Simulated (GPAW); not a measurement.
# ZnS (F-43m) in GPAW: settings compared

One crystal, ZnS, is run at these levels: PBEint, PW91, revPBE+D4, PBE, AM05; tasks: equation of state, band structure.

Program: GPAW 26.7.0. These are calculated values, not measurements. Logs are shortened: lines on timing, memory, paths and dates and some standing lists are left out, and cuts for length are marked. The log counts tension as positive stress, the text compression.

**Measured values to compare with.**

“Electronic, vibrational, and thermodynamic properties of ZnS (zincblende and rocksalt structure)”, 2009, arxiv:0911.5022 quotes, for a bulk crystal of ZnS: bulk modulus 76.9 GPa; band gap 3.85 eV (direct) at 19 K.

The runs below are set against these values where they give the same quantity.

### Step 1. The crystal as given

Symmetry: F-43m, No. 216, cubic system. Conventional cell: a = 5.404 Å, b = 5.404 Å, c = 5.404 Å, α = 90.00°, β = 90.00°, γ = 90.00°. Around Zn (site symmetry -43m) lie 4 S at 2.34 Å. S (site symmetry -43m) is surrounded by 4 Zn at 2.34 Å.

### Step 2. Equation of state, PBEint

The input, run.py:

```python
from ase.eos import EquationOfState
from ase.io import Trajectory, read
from ase.units import GPa
from gpaw import GPAW, PW, setup_paths

setup_paths.insert(0, '.')

atoms = read('ZnS.cif')

traj = Trajectory('eos.traj', 'w')
volumes, energies = [], []
for x in [0.94, 0.96, 0.98, 1.0, 1.02, 1.04, 1.06]:
    a = atoms.copy()
    a.set_cell(atoms.cell * x**(1 / 3), scale_atoms=True)
    calc = GPAW(mode=PW(600),
                xc='GGA_X_PBEINT+GGA_C_PBEINT',
                kpts={'size': (7, 7, 7), 'gamma': True},
                occupations={'name': 'fermi-dirac', 'width': 0.05},
                nbands=18,
                convergence={'density': 1e-05, 'energy': 1e-05},
                maxiter=150,
                txt=f'eos-{x:.2f}.txt')
    a.calc = calc
    energies.append(a.get_potential_energy(force_consistent=True))
    volumes.append(a.get_volume())
    p = -a.get_stress()[:3].mean() / GPa
    calc.write(f'eos-{x:.2f}.gpw')
    traj.write(a)
    print(f'{x:.2f} {volumes[-1]:10.4f} A^3 {energies[-1]:14.6f} eV {p:9.3f} GPa', flush=True)

v0, e0, B = EquationOfState(volumes, energies, eos='birchmurnaghan').fit()
print(f'V0 = {v0:.4f} A^3, E0 = {e0:.6f} eV, B0 = {B / GPa:.2f} GPa')
```

The input, ZnS.cif:

```cif
data_ZnS
_cell_length_a 3.82120505
_cell_length_b 3.82120505
_cell_length_c 3.82120505
_cell_angle_alpha 60.00000000
_cell_angle_beta 60.00000000
_cell_angle_gamma 60.00000000
_space_group_name_H-M_alt 'P1'
_space_group_name_Hall 'P 1'
_space_group_IT_number 1
loop_
_space_group_symop_operation_xyz
'x,y,z'
loop_
_atom_site_label
_atom_site_type_symbol
_atom_site_symmetry_multiplicity
_atom_site_Wyckoff_symbol
_atom_site_fract_x
_atom_site_fract_y
_atom_site_fract_z
_atom_site_occupancy
Zn1 Zn 1 a 0.7500000000 0.7500000000 0.7500000000 1
S1 S 1 a 0.0000000000 0.0000000000 0.0000000000 1
```

Potentials or basis: PAW data sets generated in the run's folder for this functional, pw.

Command:

```console
$ gpaw-setup -f GGA_X_PBEINT+GGA_C_PBEINT S Zn
$ OMP_NUM_THREADS=1 python run.py
```

The log of the run:

```text
__  _  _
 | _ |_)|_||  |
 |__||  | ||/\| - 26.7.0

Input parameters:
  mode=PW(ecut=600.0),
  convergence={'density': 1e-05, 'energy': 1e-05},
  kpts=MonkhorstPack(size=(7, 7, 7), gamma=True),
  maxiter=150,
  nbands=18,
  occupations=Occupations(name='fermi-dirac', width=0.05),
  xc=XC(name='GGA_X_PBEINT+GGA_C_PBEINT')

Diagonalizing LCAO Hamiltonian
Converting LCAO to pw mode

                       Zn

       S

Atoms  # Å, Bohr magnetons
|   | symbol |        x |        y |        z |    initial magnetic moments |
|---|--------|----------|----------|----------|-----------------------------|
| 0 |     Zn | 5.614799 | 3.241706 | 2.292232 | ( 0.0000,  0.0000,  0.0000) |
| 1 |      S | 0.000000 | 0.000000 | 0.000000 | ( 0.0000,  0.0000,  0.0000) |

Unit cell  # Å
| periodic |        x |        y |        z |  lengths |    angles |
|----------|----------|----------|----------|----------|-----------|
|      yes | 3.743199 | 0.000000 | 0.000000 | 3.743199 | 60.000000 |
|      yes | 1.871600 | 3.241706 | 0.000000 | 3.743199 | 60.000000 |
|      yes | 1.871600 | 1.080569 | 3.056310 | 3.743199 | 60.000000 |

Number of symmetries: 24
Symmetry operations  # r_c * U_cc + t_c -> r_c
|    | kind |            matrix            |
|----|------|------------------------------|
|  0 |  E   |  1, 0, 0,  0, 1, 0,  0, 0, 1 |
|  1 |  σ   |  1, 0, 0,  0, 0, 1,  0, 1, 0 |
|  2 |  σ   |  1, 0,-1,  0, 1,-1,  0, 0,-1 |
|  3 |  C3  |  1, 0,-1,  0, 0,-1,  0, 1,-1 |
|  4 |  C3  |  1,-1, 0,  0,-1, 1,  0,-1, 0 |
|  5 |  σ   |  1,-1, 0,  0,-1, 0,  0,-1, 1 |
|  6 |  σ   |  0, 1, 0,  1, 0, 0,  0, 0, 1 |
|  7 |  C3  |  0, 1, 0,  0, 0, 1,  1, 0, 0 |
|  8 |  C2  |  0, 1,-1,  1, 0,-1,  0, 0,-1 |
|  9 |  S4  |  0, 1,-1,  0, 0,-1,  1, 0,-1 |
| 10 |  C3  |  0, 0, 1,  1, 0, 0,  0, 1, 0 |
| 11 |  σ   |  0, 0, 1,  0, 1, 0,  1, 0, 0 |
| 12 |  S4  |  0, 0,-1,  1, 0,-1,  0, 1,-1 |
| 13 |  C3  |  0, 0,-1,  0, 1,-1,  1, 0,-1 |
| 14 |  S4  |  0,-1, 1,  1,-1, 0,  0,-1, 0 |
| 15 |  C2  |  0,-1, 1,  0,-1, 0,  1,-1, 0 |
| 16 |  C3  |  0,-1, 0,  1,-1, 0,  0,-1, 1 |
| 17 |  S4  |  0,-1, 0,  0,-1, 1,  1,-1, 0 |
| 18 |  S4  | -1, 1, 0, -1, 0, 1, -1, 0, 0 |
| 19 |  C3  | -1, 1, 0, -1, 0, 0, -1, 0, 1 |
| 20 |  C3  | -1, 0, 1, -1, 1, 0, -1, 0, 0 |
| 21 |  S4  | -1, 0, 1, -1, 0, 0, -1, 1, 0 |
| 22 |  σ   | -1, 0, 0, -1, 1, 0, -1, 0, 1 |
| 23 |  C2  | -1, 0, 0, -1, 0, 1, -1, 1, 0 |

BZ-sampling:
  Number of BZ points: 343
  Number of IBZ points: 20

  Monkhorst-Pack size: [7, 7, 7]
  Monkhorst-Pack shift: [0, 0, 0]

K-points  # in reciprocal-cell coordinates
|     |                                coordinates |     weight |
|-----|--------------------------------------------|------------|
|   0 | (  0.00000000,   0.00000000,   0.00000000) | 0.00291545 |
|   1 | (  0.14285714,   0.14285714,   0.00000000) | 0.01749271 |
|   2 | (  0.14285714,   0.14285714,   0.14285714) | 0.02332362 |
|   3 | (  0.28571429,   0.14285714,   0.14285714) | 0.03498542 |
|   4 | (  0.28571429,   0.28571429,   0.00000000) | 0.01749271 |
|   5 | (  0.28571429,   0.28571429,   0.14285714) | 0.06997085 |
|   6 | (  0.28571429,   0.28571429,   0.28571429) | 0.02332362 |
|   7 | (  0.42857143,  -0.28571429,  -0.28571429) | 0.03498542 |
|   8 | (  0.42857143,   0.28571429,  -0.42857143) | 0.13994169 |
|   9 | (  0.42857143,   0.28571429,  -0.28571429) | 0.06997085 |
| ... |                                            |            |
|  19 | (  0.42857143,   0.42857143,   0.42857143) | 0.02332362 |

Plane wave coefficients: 1259
Cutoff: 600.0 eV

Spin-components: 1 (collinear spins)
Bands:           18
Projectors:      11
Spin-degeneracy: 2
Datatype:        complex128

Parallelization:
  kpt:    1
  domain: 1
  band:   1

Density:
  Valence electrons: 18.0
  Components: 1
  Grid points: [24 24 24]
  Charge: 0.0  # |e|

Potential:
  Grid points: [24 24 24]

species:
  Zn:
    name:    Zinc
    Z:       30.0
    valence: 12
    core:    18
    charge:  0.0  # [|e|]
    compensation charges:
      type: gauss
      rc: 0.37  # [Å]
      lmax: 2
    cutoffs:
      filter: 2.14  # [Å]
      core: 2.28  # [Å]
    projectors
    | kind |    occ | energy [eV] | rcut [Å] |
    |------|--------|-------------|----------|
    |   4s |  2.000 |      -5.908 |    1.286 |
    |   4p |  0.000 |      -1.049 |    1.270 |
    |   3d | 10.000 |     -10.097 |    1.180 |
    |    s |        |      21.304 |    1.286 |
    |    p |        |      26.163 |    1.270 |
    |    d |        |      17.114 |    1.180 |

    Using partial waves for Zn as LCAO basis

  S:
    name:    Sulfur
    Z:       16.0
    valence: 6
    core:    10
    charge:  0.0  # [|e|]
    compensation charges:
      type: gauss
      rc: 0.24  # [Å]
      lmax: 2
    cutoffs:
      filter: 1.77  # [Å]
      core: 1.66  # [Å]
    projectors
    | kind |    occ | energy [eV] | rcut [Å] |
    |------|--------|-------------|----------|
    |   3s |  2.000 |     -17.162 |    0.974 |
    |   3p |  4.000 |      -6.943 |    0.979 |
    |    s |        |      10.049 |    0.974 |
    |    p |        |      20.268 |    0.979 |
    |    d |        |       0.000 |    0.900 |

    Using partial waves for S as LCAO basis

Reference energy: -59666.002354  # eV

eigensolver:
  PPCG
  Converge bands: occupied
  niter=2

density mixing:
  MSR1-Mixer
  Pratt-step length: 0.05
  Maximum mixing coefficient: 0.75
  Old densities: 10
  SVD Regularization: 0.005
  Good broyden scale: 1.0
  Trust region scale: 1.0
  Backstep threshold: 4.0
  History deletion threshold: 6.0
  Fourier metric: weight=20.0, sigma=0.015

occupation numbers:
  Fermi-Dirac:
    width: 0.0500  # eV

poisson solver:
  ecut: 4800.0  # eV

xc functional:
  name: GGA_X_PBEINT+GGA_C_PBEINT with 2 nearest neighbor stencil

convergence criteria:
- Maximum integral of absolute [dens]ity change: 1e-05 electrons / valence electron
- Maximum [total energy] change in last 3 cyles: 1e-05 eV / valence electron
- Maximum integral of absolute [eigenst]ate change: 4e-08 eV^2 / valence electron
maximum number of iterations: 150

SCF iterations
|iter     | |      energy | eigst |  dens |
|---------|-|-------------|-------|-------|
|iter:   1| |   -7.628688 | -0.04 |       |
|iter:   2| |   -7.546096 | -1.78 | -1.20 |
|iter:   3| |   -7.279270 | -1.55 | -1.25 |
|iter:   4| |   -7.281651 | -2.71 | -1.79 |
|iter:   5| |   -7.283723 | -3.59 | -2.24 |
|iter:   6| |   -7.283805 | -4.90 | -3.24 |
|iter:   7| |   -7.283826c| -5.67 | -3.61 |
|iter:   8| |   -7.283830c| -6.28 | -4.07 |
|iter:   9| |   -7.283830c| -8.26c| -4.94 |
|iter:  10| |   -7.283830c| -7.95c| -5.49c|

Converged in 10 steps
Energy contributions relative to reference atoms: (reference = -59666.002354)

Energy contributions:
  Kinetic:          11.608334
  Coulomb:          -9.421688
  Zero:              0.033578
  External:          0.000000
  Xc:               -9.504054
  Entropy:          -0.000000
  Spinorbit:         0.000000
  ----------------------------
  Free energy:      -7.283830
  Extrapolated:     -7.283830

dipole moment: (-20.062786, -11.583255, -8.190598)  # |e|*Ang

Fermi level: 5.359
Eigenvalues  # (at kpt = [0.000, 0.000, 0.000])
| band index |      eig [eV] | occ [0-2] |
|------------|---------------|-----------|
|          0 |        -9.166 |     2.000 |
|          1 |        -2.169 |     2.000 |
|          2 |        -2.169 |     2.000 |
|          3 |        -2.169 |     2.000 |
|          4 |        -1.603 |     2.000 |
|          5 |        -1.603 |     2.000 |
[... 10 lines left out ...]
|         16 |        19.046 |     0.000 |
|         17 |        19.046 |     0.000 |

Gap: 2.318 eV
Transition (v -> c):
  (s=0, k=0, n=8, [0.00, 0.00, 0.00]) -> (s=0, k=0, n=9, [0.00, 0.00, 0.00])
No difference between direct/indirect transitions

Stress tensor  # eV/Ang^3
|         x |         y |         z |
|-----------|-----------|-----------|
| -0.028612 |  0.000000 |  0.000000 |
|  0.000000 | -0.028612 | -0.000000 |
|  0.000000 | -0.000000 | -0.028612 |

# Writing to eos-0.94.gpw (mode='')
```

Run time: 70 s. Hardware: 1 thread of Arm Neoverse V2, shared host; peak memory 0.22 GiB.

What came out:

```
Equilibrium volume                      : 19.59 Å³/atom
Bulk modulus                            : 75 GPa
Pressure derivative of the bulk modulus : 4.4
```

Energy against volume, from the lowest point:
```csv
volume (Å³/atom),energy (meV/atom)
18.543,14.28
18.938,5.23
19.332,0.63
19.727,0.00
20.121,2.97
20.516,9.14
20.910,18.18
```

(Continued in part 2 of 3.)
